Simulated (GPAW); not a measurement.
SiNi: single point with PBE

SiNi:

```xyz
4
Lattice="2.9428 0.0000 0.0000 0.0000 3.2803 0.0000 0.0000 0.0000 4.6774" Properties=species:S:1:pos:R:3 pbc="T T T"
Ni    1.4714    1.6402    1.6020
Ni    0.0000    0.0000    3.0754
Si    1.4714    1.6402    3.9438
Si    0.0000    0.0000    0.7337
```

The cell is a database's computed one.

| Property | Result |
| --- | --- |
| Program | GPAW 26.7.0 |
| Task | single point |
| Functional | PBE |
| Potentials or basis | GPAW PAW data sets (gpaw-data 1.2.1), other valence |
| Cutoff | 450 eV |
| Basis | pw |
| k mesh | 7 × 7 × 5 |
| Occupations | fermi-dirac, width 0.05 eV |
| Spin | collinear spin, ferromagnetic start |
| Starting moments | [2.0, 2.0, 0.0, 0.0] μB |

* Pressure: 1.1 GPa
* Largest force: 0.064 eV/Å
* Band gap on the k mesh: none (metal or under the smearing width)
* Net moment: 0.00 μB per cell

Forces in eV/Å, atoms in the order of the input:
```
Ni   0.000  0.000  0.064
Ni   0.000  0.000 -0.063
Si   0.000  0.000  0.040
Si   0.000  0.000 -0.041
```

Stress tensor (GPa, compression positive):
```
0.51 0.00 0.00
0.00 1.49 0.00
0.00 0.00 1.35
```

Levels at points of the mesh, in eV from the Fermi level:
Spin up:
```tsv
k point	band 10	band 11	band 12	band 13	band 14	band 15	band 16	band 17	band 18	band 19
(0.00, 0.00, 0.00)	-2.67	-2.30	-1.98	-1.97	-1.36	1.26	2.78	5.21	5.59	7.31
```
Spin down:
```csv
k point,band 10,band 11,band 12,band 13,band 14,band 15,band 16,band 17,band 18,band 19
"(0.00, 0.00, 0.00)",-2.67,-2.30,-1.98,-1.97,-1.36,1.26,2.78,5.21,5.59,7.31
```

Run time: 57 s on 1 thread of AMD EPYC 7B13 (Zen 3) (shared host), peak memory 0.2 GiB.

Caveat: the cutoff is short for stress and forces, so pressures can be off by a GPa or more; the starting moments collapsed, and a magnetic state may lie lower.
